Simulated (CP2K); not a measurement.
Crystal: AgBr.

```
Ag Br
1.0
     4.05901    0.00000    0.00000
     2.02950    3.51520    0.00000
     2.02950    1.17173    3.31416
Ag Br
1 1
Cartesian
  0.0000 0.0000 0.0000
  4.0590 2.3435 1.6571
```

Program: CP2K 2026.2. Alike in all runs: task band structure; no spin polarisation; cell as given; k mesh 8 × 8 × 8.

Q: Order these runs on this cell by their band gap on the k mesh, lowest first.
A. level r2SCAN; potentials or basis POTENTIAL_UZH Ag GTH-SCAN-q11, Br GTH-SCAN-q7; TZVP-MOLOPT-SCAN-GTH basis; smearing fermi-dirac 0.05 eV; EPS_DEFAULT 1.0E-9; NGRIDS 5; points a segment of the path (NPOINTS) 8; CUTOFF of the grids 675 Ry
B. level TB-mBJ; potentials or basis POTENTIAL_UZH Ag GTH-PBE-q11, Br GTH-PBE-q7; TZVP-MOLOPT-PBE-GTH basis; smearing fermi-dirac 0.0259 eV; EPS_DEFAULT 1.0E-10; NGRIDS 4; points a segment of the path (NPOINTS) 10; CUTOFF of the grids 675 Ry
C. level LDA; potentials or basis GTH_POTENTIALS Ag GTH-PADE-q11, Br GTH-PADE-q7; TZVP-MOLOPT-PBE-GTH basis; smearing fermi-dirac 0.05 eV; EPS_DEFAULT 1.0E-9; NGRIDS 5; points a segment of the path (NPOINTS) 8; CUTOFF of the grids 450 Ry
D. level PBE; potentials or basis POTENTIAL_UZH Ag GTH-PBE-q11, Br GTH-PBE-q7; TZVP-MOLOPT-PBE-GTH basis; smearing fermi-dirac 0.0259 eV; EPS_DEFAULT 1.0E-9; NGRIDS 4; points a segment of the path (NPOINTS) 6; CUTOFF of the grids 450 Ry

A: B (metal), C (0.30 eV), D (0.62 eV), A (1.04 eV).

Caveats: the basis of atomic orbitals isn't converged, which shifts pressures, moduli and gaps; this is a model potential without an energy functional, so only levels have meaning (some runs).

